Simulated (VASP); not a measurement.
# Cu: single point with PBEsol

Cu:

```
CELL_PARAMETERS angstrom
2.53410 0.00000 0.00000
-1.26705 2.19459 0.00000
0.00000 0.00000 4.11257
ATOMIC_POSITIONS crystal
Cu 0.66971 0.35034 0.74393
Cu 0.35459 0.66690 0.24866
```

This isn't the form of Cu at room conditions, which is fcc.

The cell isn't the ideal one: atoms moved at random, drawn with an rms of 0.05 Å.

```json
{"Program": "VASP 6.6.1", "Task": "single point", "Functional": "PBEsol", "Potentials or basis": "VASP PAW PBE potentials, release 64 (Cu)", "Cutoff": "520 eV", "k mesh": "12 × 12 × 7", "Occupations": "fermi-dirac, width 0.05 eV", "Spin": "no spin polarisation", "Ladder": "free", "Further INCAR settings": "ALGO = Normal; EDIFF = 1e-07; NBANDS = 18"}
```

```json
{"Pressure": "-0.6 GPa", "Largest force": "0.198 eV/Å", "Band gap on the k mesh": "none (metal or under the smearing width)"}
```

Forces on the atoms (eV/Å):
```
Cu   0.108 -0.059  0.155
Cu  -0.108  0.059 -0.155
```

Stress tensor (GPa, compression positive):
```
-0.35 -0.85  0.11
-0.85 -1.27 -0.06
 0.11 -0.06 -0.13
```

Levels at points of the mesh, in eV from the Fermi level:
```
           k point  band 7  band 8  band 9  band 10  band 11  band 12  band 13  band 14  band 15  band 16
(0.00, 0.00, 0.00)   -2.75   -2.59   -2.42    -1.78    -1.64    -1.02     4.04    21.45    22.09    22.26
(0.50, 0.00, 0.00)   -2.75   -1.60   -1.55    -1.52    -0.06     1.73     7.78     8.23    11.06    11.53
(0.00, 0.50, 0.00)   -2.75   -1.61   -1.56    -1.52    -0.06     1.72     7.79     8.24    11.05    11.52
(0.50, 0.50, 0.00)   -2.76   -1.63   -1.57    -1.49     0.20     1.46     8.26     8.70    10.65    11.08
```

Wall time 2.1 min on 1 thread of Intel(R) Xeon(R) Platinum 8375C CPU @ 2.90GHz (Ice Lake) (shared host), peak memory 0.27 GiB.

Caveat: the PAW data sets were made with another functional, which shifts forces and pressure a little.
